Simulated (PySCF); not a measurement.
Crystal: PbS (Galena).

```
Pb S
1.0
     0.00000    2.96575    2.96575
     2.96575    0.00000    2.96575
     2.96575    2.96575    0.00000
Pb S
1 1
Direct
  0.00000 0.00000 0.00000
  0.50000 0.50000 0.50000
```

Base run:

| Item | Value |
| --- | --- |
| Program | PySCF 2.14.0 |
| Functional | PBEsol |
| Potentials or basis | DZVP-MOLOPT-SR/GTH-PBE (potentials made for PBE) |
| k mesh | 8 × 8 × 8 |
| Occupations | fermi-dirac, width 0.05 eV |
| Spin | no spin polarisation |

Its results: band gap on the k mesh 0.23 eV, direct.

Task: After a change of settings the same cell gave: band gap on the k mesh 0.36 eV, direct. Which change was it?
A. functional from PBEsol to r2SCAN; k mesh from 8 × 8 × 8 to 6 × 6 × 6
B. functional from PBEsol to r2SCAN; k mesh from 8 × 8 × 8 to 4 × 4 × 4
C. functional from PBEsol to PBE

Result: C.

Caveats: spin-orbit coupling is left out, which as a rule narrows the gap of such compounds by several tenths of an eV; the basis of atomic orbitals isn't converged, which shifts pressures, moduli and gaps.

Not every run made on this cell is shown here.
